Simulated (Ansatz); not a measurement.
CuI, space group Cmcm, the levels without and with spin-orbit coupling

Computed with Ansatz 0.2.0 through its Python package.

`soc_cui.py`
```python
import warnings

import ansatz as az
from pymatgen.core import Lattice, Structure
from pymatgen.io.ase import AseAtomsAdaptor

SMEARING = "fixed"
ECUT = 550
KGRID = (4, 4, 6)
FUNCTIONAL = "LDA"

warnings.simplefilter("ignore", az.DeckWarning)

pmg_structure = Structure(
    Lattice([[3.73316759, -3.71108637, 0.0], [3.73316759, 3.71108637, 0.0], [0.0, 0.0, 4.30699767]]),
    ["Cu", "Cu", "I", "I"],
    [
        [0.42043883, 0.57956117, 0.75],
        [0.57956117, 0.42043883, 0.25],
        [0.77004268, 0.22995732, 0.75],
        [0.22995732, 0.77004268, 0.25],
    ],
)
cui = az.Crystal.from_ase(AseAtomsAdaptor.get_atoms(pmg_structure))

calc = (
    cui.calculation()
    .occupations(SMEARING)
    .basis(ECUT)
    .kpoints(*KGRID, center="gamma")
    .functional(FUNCTIONAL)
    .band_table()
)
for label, variant in (("scalar-relativistic", calc), ("spin-orbit", calc.spin(soc=True))):
    r = variant.run(threads=1, pin="off").report
    zero = r["band_edges_ev"][0] if r.get("band_edges_ev") else r["fermi_energy_ev"]
    near = [round(e - zero, 3) for e in r["eigenvalues_ev"][0] if abs(e - zero) < 4]
    print(label)
    print("  band edges (eV):", [round(e, 3) for e in r.get("band_edges_ev") or []] or "none reported")
    print("  levels at k =", r["kpoints_frac"][0], "within 4 eV of the zero:", near)
```

Running `python soc_cui.py` prints:
```text
scalar-relativistic
  band edges (eV): [6.959, 7.819]
  levels at k = [0.0, 0.0, 0.0] within 4 eV of the zero: [-3.917, -3.853, -2.721, -2.605, -2.377, -2.292, -2.215, -1.894, -1.839, -1.836, -1.498, -0.941, 0.0, 0.86, 1.64, 2.351]
spin-orbit
  band edges (eV): [7.013, 7.827]
  levels at k = [0.0, 0.0, 0.0] within 4 eV of the zero: [-3.765, -3.765, -2.793, -2.793, -2.659, -2.659, -2.435, -2.435, -2.361, -2.361, -2.265, -2.265, -1.966, -1.966, -1.914, -1.914, -1.868, -1.868, -1.521, -1.521, -0.937, -0.937, 0.0, 0.0, 0.813, 0.813, 1.587, 1.587, 2.302, 2.302]
```

The computed bands are complete only to about 5.9 eV above the Fermi level. Without a Hubbard U or exact exchange, semilocal functionals often make such 3d compounds metallic or too weakly gapped. This cell is a computed structure, which may not be the phase found in nature. Levels are Kohn-Sham eigenvalues on this mesh. With spin-orbit coupling each level holds one electron and, with inversion or at time-reversal points, comes in pairs; a window in energy can cut a split set. Wall time of the script: 95 s on 1 thread of Arm Neoverse V2, on a shared host, peak memory 1.2 GiB.
